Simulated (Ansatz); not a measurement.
NiO under changes of volume

One of the cells (9.146 Å³/atom); the others are scaled copies at fixed shape and fractional positions:

```
Ni O
1.0
     0.00000    2.09131    2.09131
     2.09131    0.00000    2.09131
     2.09131    2.09131    0.00000
Ni O
1 1
Cartesian
  0.0000 0.0000 0.0000
  2.0913 2.0913 2.0913
```

| Item | Value |
| --- | --- |
| Program | Ansatz 0.2.0 |
| Functional | PBE |
| Potentials or basis | all-electron LAPW, scalar-relativistic |
| Cutoff | 406 eV (chosen from the basis error) |
| Basis error allowed | 0.0005 eV/atom |
| k mesh | 11 × 11 × 11 |
| Occupations | fermi-dirac, width 0.05 eV |
| Spin | collinear spin, ferromagnetic start |
| Starting moments | [2.0, 0.0] μB |

| volume (Å³/atom) | energy over the lowest point (meV/atom) | pressure (GPa) | moment (μB per cell) |
| --- | --- | --- | --- |
| 8.598 | 41.15 | 17.3 | 1.58 |
| 8.781 | ? | ? | ? |
| 8.964 | 11.63 | 8.7 | 1.74 |
| 9.146 | 3.61 | 4.8 | 1.80 |
| 9.329 | 0.00 | 1.2 | 1.83 |
| 9.512 | 0.39 | -2.1 | 1.87 |
| 9.695 | 4.37 | -5.1 | 1.90 |

Question: What does the run at 8.781 Å³/atom give?

Answer: Energy over the lowest point 24.14 meV/atom; pressure 12.7 GPa; moment 1.66 μB per cell.

Worked out: A Birch-Murnaghan fit of order 3 (a polynomial in V^(-2/3)) to the other rows has its minimum at 9.41 Å³/atom with B0 = V·E''(V) = 175 GPa (rough, since the energies scatter). It gives 23.98 meV/atom at 8.781 Å³/atom, against the run's 24.14, and -dE/dV = 12.9 GPa, against 12.7. A parabola through the other rows of the moment, of slope 0.418 μB per Å³/atom there, gives 1.67 μB, against the run's 1.66.

Energies are extrapolated to zero smearing.

Caveats: a cell with one magnetic atom can't hold antiferromagnetic order, which such compounds often take.
